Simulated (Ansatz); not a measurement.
# TaS2: the cost of one run

Computed with Ansatz 0.2.0 (DFT PBE+D3(BJ), scalar-relativistic, plane waves, PAW, unless a step's input says otherwise).

## (1) The structure to begin with

It takes space group C2/m (No. 12, monoclinic). Conventional cell: a = 5.784 Å, b = 3.339 Å, c = 31.840 Å, α = 90.00°, β = 90.00°, γ = 90.00°. Around S (site symmetry m) lie 3 Ta at 2.47 Å. Ta (site symmetry m) has 6 S at 2.47 Å as nearest neighbours.

As a file:

```
S Ta
1.0
     3.33936    0.00000    0.00000
    -1.66968    2.89208    0.00000
     0.00000    0.00000   31.83989
S Ta
4 2
Direct
  0.25118 0.50236 0.26696
  0.25118 0.50236 0.36425
  0.74882 0.49764 0.63575
  0.74882 0.49764 0.73304
  0.91782 0.83565 0.31560
  0.08218 0.16435 0.68440
```

Two layers cut from the bulk, bulk lattice in the plane.

## (2) Relaxing the atoms

input.yaml reads:

```yaml
crystal:
  lattice:
    - [3.3393619, 0.0, 0.0]
    - [-1.66968095, 2.8920797, 0.0]
    - [0.0, 0.0, 31.8398946806]
  atoms:
    - { symbol: S, position: [0.25117938, 0.50235876, 0.266960682] }
    - { symbol: Ta, position: [0.91782451, 0.83564902, 0.3156039678] }
    - { symbol: S, position: [0.25117938, 0.50235876, 0.3642472536] }
    - { symbol: S, position: [0.74882062, 0.49764124, 0.6357527464] }
    - { symbol: Ta, position: [0.08217549, 0.16435098, 0.6843960322] }
    - { symbol: S, position: [0.74882062, 0.49764124, 0.733039318] }
basis:
  ecutwfc: 420.0
  fft_grid_basis: typed
kpoints:
  mp_grid: { grid: [9, 9, 1] }
hamiltonian:
  xc: pbe
  dispersion: d3bj
  pseudopotentials: { kind: paw }
scf:
  occupations: { method: gaussian, width: 0.05 }
output:
  forces: true
  eigenvalues: true
efield:
  axis: 3
  dipole_correction: true
  ramp_width: 0.04
relax:
  adjacent_minimum: "off"
  f_tol: 0.04
  max_steps: 40
```

On the command line:

```
> ansatz run input.yaml --threads 1 --pin off --max-ram 2211MiB --backend cpu --events-out ev --progress --plain --runs-dir out
```

What time and memory should one allow on 1 thread of Arm Neoverse V1, shared host?

About 74 s, with a peak of 0.54 GiB.
